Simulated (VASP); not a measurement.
# TiB (F-43m) in VASP: a series of runs

Runs on TiB. Level: LDA. Tasks: single point.

All numbers are computed with VASP 6.6.1; they aren't measurements. Logs are shortened: lines on timing, memory, paths and dates and some standing lists are left out, and cuts for length are marked.

### 1 The cell of the first run

Symmetry: F-43m, No. 216, cubic system. Conventional cell: a = 4.202 Å, b = 4.202 Å, c = 4.202 Å, α = 90.00°, β = 90.00°, γ = 90.00°. Ti (site symmetry -43m) is surrounded by 4 B at 1.82 Å. B (site symmetry -43m) has 4 Ti at 1.82 Å as nearest neighbours.

### 2 Single point, LDA (atoms shaken by about 0.1 Å, then relaxed in the fixed cell)

INCAR reads:

```
SYSTEM = TiB
PREC = Accurate ; ENCUT = 520
EDIFF = 1E-7 ; ISMEAR = -1
SIGMA = 0.05 ; LREAL = .False.
LASPH = .True. ; NELM = 100
ALGO = Fast ; ISIF = 2
LWAVE = .False. ; LCHARG = .True.
LELF = .True. ; LVHAR = .True.
NBANDS = 14
```

KPOINTS reads:

```
regular mesh
0
Gamma
  9 9 9
  0 0 0
```

POSCAR reads:

```
TiB
1.0
    0.0000000000      2.1010000000      2.1010000000
    2.1010000000      0.0000000000      2.1010000000
    2.1010000000      2.1010000000      0.0000000000
Ti B
1 1
Direct
    0.2360661572      0.2520711092      0.2592616332
   -0.0139332672      0.0020705108      0.0092620768
```

Potentials or basis: VASP PAW LDA potentials, release 64 (Ti_sv, B).

The run is started by

```
> cat potpaw_LDA.64/Ti_sv/POTCAR potpaw_LDA.64/B/POTCAR > POTCAR
> mpirun -np 1 vasp_std > vasp.out
```

OUTCAR:

```text
SYSTEM = TiB
   PREC = Accurate
   ENCUT = 520
   EDIFF = 1E-7
   ISMEAR = -1
   LREAL = .False.
   LASPH = .True.
   NELM = 100
   ISIF = 2

 ion  position               nearest neighbor table
   1  0.236  0.252  0.259-   2 1.82   2 1.82   2 1.82   2 1.82
   2  0.986  0.002  0.009-   1 1.82   1 1.82   1 1.82   1 1.82

  LATTYP: Found a face centered cubic cell.
 ALAT       =     4.2020000000

  Lattice vectors:

 A1 = (   0.0000000000,   2.1010000000,   2.1010000000)
 A2 = (   2.1010000000,   0.0000000000,   2.1010000000)
 A3 = (   2.1010000000,   2.1010000000,   0.0000000000)

Analysis of symmetry for initial positions (statically):
=====================================================================
 Subroutine PRICEL returns:
 Original cell was already a primitive cell.

 Routine SETGRP: Setting up the symmetry group for a
 face centered cubic supercell.

 Subroutine GETGRP returns: Found 24 space group operations
 (whereof  1 operations were pure point group operations)
 out of a pool of 48 trial point group operations.

The static configuration has the point symmetry C_1 .
 The point group associated with its full space group is T_d .

Analysis of symmetry for dynamics (positions and initial velocities):
=====================================================================
 Subroutine PRICEL returns:
 Original cell was already a primitive cell.

 Routine SETGRP: Setting up the symmetry group for a
 face centered cubic supercell.

 Subroutine GETGRP returns: Found 24 space group operations
 (whereof  1 operations were pure point group operations)
 out of a pool of 48 trial point group operations.

The dynamic configuration has the point symmetry C_1 .
 The point group associated with its full space group is T_d .

 Subroutine INISYM returns: Found 24 space group operations
 (whereof  1 operations are pure point group operations),
 and found     1 'primitive' translations

----------------------------------------------------------------------------------------

                                     Primitive cell

  volume of cell :      18.5485

  direct lattice vectors                    reciprocal lattice vectors
     0.000000000  2.101000000  2.101000000    -0.237981913  0.237981913  0.237981913
     2.101000000  0.000000000  2.101000000     0.237981913 -0.237981913  0.237981913
     2.101000000  2.101000000  0.000000000     0.237981913  0.237981913 -0.237981913

  length of vectors
     2.971262695  2.971262695  2.971262695     0.412196765  0.412196765  0.412196765

  position of ions in fractional coordinates (direct lattice)
     0.236066157  0.252071109  0.259261633
[... 92 lines left out ...]
   EFERMI =   0.00;   METHOD = LEGACY
   ISMEAR =    -1;   SIGMA  =   0.05  broadening in eV -4-tet -1-fermi 0-gaus
   EFERMI_NEDOS =   21; number of points for ismear=-14 and -15
   IALGO  =     68    algorithm
   IMIX   =      4    mixing-type and parameters
     AMIX     =   0.40;   BMIX     =  1.00
     AMIX_MAG =   1.60;   BMIX_MAG =  1.00
  volume/ion in A,a.u.               =       9.27        62.59
  Fermi-wavevector in a.u.,A,eV,Ry     =   1.525232  2.882270 31.651671  2.326332
  Thomas-Fermi vector in A             =   2.633430
   LORBIT       =      0    0 simple, 1 ext, 2 COOP (PROOUT), +10 PAW based schemes
   GGA     = CA    functional components
   LHFCALC =     F    Hartree Fock is set to
   AEXX    =    0.0000 exact exchange contribution
   IVDW    =     0    specifies the selected vdW correction
   LEPSILON=     F    determine dielectric tensor
   LRPA    =     F    only Hartree local field effects (RPA)
 non-spin polarized calculation
 RMM-DIIS sequential band-by-band and
  energy-cutoff  :      520.00
  volume of cell :       18.55
 maximum number of plane-waves:       531
 NGX is ok and might be reduce to    24
   NGX = 11   NGY = 11   NGZ = 11

 number of electron      15.0000001 magnetization

 Free energy of the ion-electron system (eV)
  ---------------------------------------------------
  ext. energy  EPLUGINS =         0.00000000
  ---------------------------------------------------
  free energy    TOTEN  =       -12.01392310 eV

  energy without entropy =      -12.00619451  energy(sigma->0) =      -12.01005881

 E-fermi :   9.2382     XC(G=0): -13.0034

 val. band max:        9.1886610427   @ k =  -0.3333   0.4444   0.1111
 cond. band min:       9.2464492530   @ k =   0.4444   0.3333   0.0000
 fundamental gap:      0.0577882103
 Fermi energy:         9.2381544309

 k-point     1 :       0.0000    0.0000    0.0000
  band No.  band energies     occupation
      1     -45.0200      2.00000
      2     -21.4864      2.00000
      3     -21.4864      2.00000
      4     -21.4864      2.00000
      5       0.3297      2.00000
      6       7.2462      2.00000
      7       7.2462      2.00000
      8       7.2462      2.00000
      9      12.4018      0.00000
     10      12.4018      0.00000
     11      21.5927      0.00000
     12      21.9155      0.00000
     13      21.9155      0.00000
     14      21.9156      0.00000
[... 377 lines left out ...]
      1     -44.8633      2.00000
      2     -22.1918      2.00000
      3     -21.7905      2.00000
      4     -21.7905      2.00000
      5       4.3433      2.00000
      6       5.1524      2.00000
      7      10.1878      0.00000
      8      10.8277      0.00000
      9      10.8277      0.00000
     10      13.8097      0.00000
     11      15.6729      0.00000
     12      15.6729      0.00000
     13      17.0230      0.00000
     14      25.1866      0.00000

 [... further k-points ...]

------------------------ aborting loop because EDIFF is reached ----------------------------------------

  FORCE on cell =-STRESS in cart. coord.  units (eV):
  Direction    XX          YY          ZZ          XY          YZ          ZX
  --------------------------------------------------------------------------------------
  -------------------------------------------------------------------------------------
  Total       12.2050047     12.2050047     12.2050047      0.0000000      0.0000000      0.0000000
  in kB     1054.2421620   1054.2421620   1054.2421620      0.0000000      0.0000000      0.0000000
  external PRESSURE =    1054.2421620 kB  Pullay stress =       0.0000000 kB

 VOLUME and BASIS-vectors are now :
 -----------------------------------------------------------------------------
  energy-cutoff  :      520.00
  volume of cell :       18.55
      direct lattice vectors                 reciprocal lattice vectors
     0.000000000  2.101000000  2.101000000    -0.237981913  0.237981913  0.237981913
     2.101000000  0.000000000  2.101000000     0.237981913 -0.237981913  0.237981913
     2.101000000  2.101000000  0.000000000     0.237981913  0.237981913 -0.237981913

 POSITION                                       TOTAL-FORCE (eV/Angst)
 -----------------------------------------------------------------------------------
      1.07431      1.04068      1.02558        -0.000000     -0.000000     -0.000000
      0.02381      2.09119      2.07608         0.000000      0.000000      0.000000
 -----------------------------------------------------------------------------------
    total drift:                                0.000010     -0.000075      0.000002

  FREE ENERGIE OF THE ION-ELECTRON SYSTEM (eV)
  ---------------------------------------------------
  free  energy   TOTEN  =       -12.0139231015 eV

  energy  without entropy=      -12.0061945139  energy(sigma->0) =      -12.01005881
```

OSZICAR:

```text
N       E                     dE             d eps       ncg     rms          rms(c)
DAV:   1     0.122799237660E+03    0.12280E+03   -0.78755E+03   980   0.131E+03
DAV:   2    -0.527836033113E+01   -0.12808E+03   -0.12153E+03  1016   0.337E+02
[... 16 lines left out ...]
RMM:  19    -0.120139279225E+02   -0.12026E-05   -0.97689E-06  1337   0.187E-02    0.152E-01
RMM:  20    -0.120139222408E+02    0.56817E-05   -0.17176E-04  1574   0.129E-01    0.532E-02
RMM:  21    -0.120139230961E+02   -0.85526E-06   -0.11233E-05  1405   0.376E-02    0.294E-02
RMM:  22    -0.120139232758E+02   -0.17967E-06   -0.73578E-07  1225   0.100E-02    0.283E-02
RMM:  23    -0.120139231048E+02    0.17097E-06   -0.34503E-06  1180   0.191E-02    0.153E-02
RMM:  24    -0.120139231190E+02   -0.14199E-07   -0.12295E-06  1054   0.118E-02    0.768E-03
RMM:  25    -0.120139231015E+02    0.17449E-07   -0.25325E-07  1001   0.592E-03
   1 F= -.12013923E+02 E0= -.12010059E+02  d E =-.772859E-02
```

Wall time 14 s (1 thread of AMD EPYC 9R45 (Zen 5), shared host); peak memory 0.1 GiB.

Results:

| Property | Result |
| --- | --- |
| Free energy | -12.0139 eV |
| Pressure | 105.4 GPa |
| Band gap on the k mesh | none (metal or under the smearing width) |

Levels at points of the mesh, in eV from the Fermi level:
```csv
k point,band 4,band 5,band 6,band 7,band 8,band 9,band 10,band 11,band 12,band 13
"(0.00, 0.00, 0.00)",-30.72,-8.91,-1.99,-1.99,-1.99,3.16,3.16,12.35,12.68,12.68
```

Caveat: a pressure of tens of GPa on the cell as given is suspect, and the run, the potentials or the cell itself is likely at fault.

### 3 Single point, LDA

INCAR reads:

```
PREC = Accurate
ENCUT = 520
EDIFF = 1E-6
ISMEAR = -1
SIGMA = 0.05
LREAL = False
LASPH = True
NELM = 100
ALGO = Normal
ISIF = 2
LWAVE = False
LCHARG = True
GGA = CA
LELF = True
LVHAR = True
NBANDS = 14
```

KPOINTS reads:

```
Automatic mesh
0
Gamma
  9 9 9
```

POSCAR reads:

```
TiB
1.0
    0.0000000000      2.1010000000      2.1010000000
    2.1010000000      0.0000000000      2.1010000000
    2.1010000000      2.1010000000      0.0000000000
Ti B
1 1
Direct
    0.2360663892      0.2520709962      0.2592615022
   -0.0139334992      0.0020706238      0.0092622078
```

Potentials or basis: VASP PAW LDA potentials, release 64 (Ti_sv, B).

The run is started by

```
> cat potpaw_LDA.64/Ti_sv/POTCAR potpaw_LDA.64/B/POTCAR > POTCAR
> mpirun -np 1 vasp_std > vasp.out
```

OUTCAR:

```text
PREC = Accurate
   ENCUT = 520
   EDIFF = 1E-6
   ISMEAR = -1
   LREAL = False
   LASPH = True
   NELM = 100
   ISIF = 2
   GGA = CA

 ion  position               nearest neighbor table
   1  0.236  0.252  0.259-   2 1.82   2 1.82   2 1.82   2 1.82
   2  0.986  0.002  0.009-   1 1.82   1 1.82   1 1.82   1 1.82

  LATTYP: Found a face centered cubic cell.
 ALAT       =     4.2020000000

  Lattice vectors:

 A1 = (   0.0000000000,   2.1010000000,   2.1010000000)
 A2 = (   2.1010000000,   0.0000000000,   2.1010000000)
 A3 = (   2.1010000000,   2.1010000000,   0.0000000000)

Analysis of symmetry for initial positions (statically):
=====================================================================
 Subroutine PRICEL returns:
 Original cell was already a primitive cell.

 Routine SETGRP: Setting up the symmetry group for a
 face centered cubic supercell.

 Subroutine GETGRP returns: Found 24 space group operations
 (whereof  1 operations were pure point group operations)
 out of a pool of 48 trial point group operations.

The static configuration has the point symmetry C_1 .
 The point group associated with its full space group is T_d .
[... 177 lines left out ...]
      6       7.2461      2.00000
      7       7.2462      2.00000
      8       7.2462      2.00000
      9      12.4018      0.00000
     10      12.4018      0.00000
     11      21.5683      0.00000
     12      21.9154      0.00000
     13      21.9154      0.00000
     14      21.9154      0.00000
[... 377 lines left out ...]
      1     -44.8634      2.00000
      2     -22.1917      2.00000
      3     -21.7905      2.00000
      4     -21.7905      2.00000
      5       4.3430      2.00000
      6       5.1522      2.00000
      7      10.1876      0.00000
      8      10.8276      0.00000
      9      10.8276      0.00000
     10      13.8097      0.00000
     11      15.6728      0.00000
     12      15.6728      0.00000
     13      17.0219      0.00000
     14      25.1845      0.00000

 [... further k-points ...]

------------------------ aborting loop because EDIFF is reached ----------------------------------------

  FORCE on cell =-STRESS in cart. coord.  units (eV):
  Direction    XX          YY          ZZ          XY          YZ          ZX
  --------------------------------------------------------------------------------------
  -------------------------------------------------------------------------------------
  Total       12.2229915     12.2229915     12.2229915     -0.0000000      0.0000000      0.0000000
  in kB     1055.7958228   1055.7958228   1055.7958228     -0.0000000      0.0000000      0.0000000
  external PRESSURE =    1055.7958228 kB  Pullay stress =       0.0000000 kB

 VOLUME and BASIS-vectors are now :
 -----------------------------------------------------------------------------
  energy-cutoff  :      520.00
  volume of cell :       18.55
      direct lattice vectors                 reciprocal lattice vectors
     0.000000000  2.101000000  2.101000000    -0.237981913  0.237981913  0.237981913
     2.101000000  0.000000000  2.101000000     0.237981913 -0.237981913  0.237981913
     2.101000000  2.101000000  0.000000000     0.237981913  0.237981913 -0.237981913

 POSITION                                       TOTAL-FORCE (eV/Angst)
 -----------------------------------------------------------------------------------
      1.07431      1.04068      1.02558         0.000000      0.000000      0.000000
      0.02381      2.09119      2.07608         0.000000     -0.000000     -0.000000
 -----------------------------------------------------------------------------------
    total drift:                               -0.000023     -0.000061      0.000019

  FREE ENERGIE OF THE ION-ELECTRON SYSTEM (eV)
  ---------------------------------------------------
  free  energy   TOTEN  =       -12.0139051318 eV

  energy  without entropy=      -12.0061787082  energy(sigma->0) =      -12.01004192
```

Wall time 6.2 s (1 thread of AMD EPYC 9R45 (Zen 5), shared host); peak memory 0.1 GiB.

What came out:

```
Free energy            : -12.0139 eV
Pressure               : 105.6 GPa
Band gap on the k mesh : none (metal or under the smearing width)
```

Caveat: a pressure of tens of GPa on the cell as given is suspect, and the run, the potentials or the cell itself is likely at fault.
